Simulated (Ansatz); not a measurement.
# Lattice vibrations of TiAl2 at Γ at 2 GPa

Level of theory: DFT PBEsol, scalar-relativistic, plane waves, PAW in Ansatz 0.2.0. Settings: 420 eV plane-wave cutoff, Γ-centred 10×10×10 mesh, Fermi-Dirac smearing of 0.15 eV. No spin polarisation. Phonons by linear response, acoustic sum rule imposed.

The cell, relaxed at 2 GPa:
```
Ti Al
1.0
     1.94270   -5.99798    0.00000
     1.94270    5.99798    0.00000
     0.00000    0.00000    3.94490
Ti Al
2 4
Cartesian
  1.9427 -1.8764 0.0000
  1.9427 1.8764 0.0000
  0.0000 0.0000 0.0000
  1.9427 -3.9268 1.9724
  1.9427 3.9268 1.9724
  1.9427 0.0000 1.9724
```

In a metal, frequencies and elastic constants depend on the k mesh and the smearing, soft modes and shear constants most.

Optical modes at Γ; i marks an imaginary frequency:
```
frequency (cm⁻¹) degeneracy
             225           1
             238           1
             242           1
             249           1
             249           1
             264           1
             290           1
             298           1
             315           1
             317           1
             323           1
             339           1
             348           1
             366           1
             366           1
```

All 15 optical modes at Γ are real: no displacement of atoms at fixed cell lowers the energy to second order. Strains and modes at other wave vectors aren't tested by this run.

Cost: 1 run of about 5.3 core-minutes, on Intel Xeon 6975P-C (Granite Rapids) (shared hosts).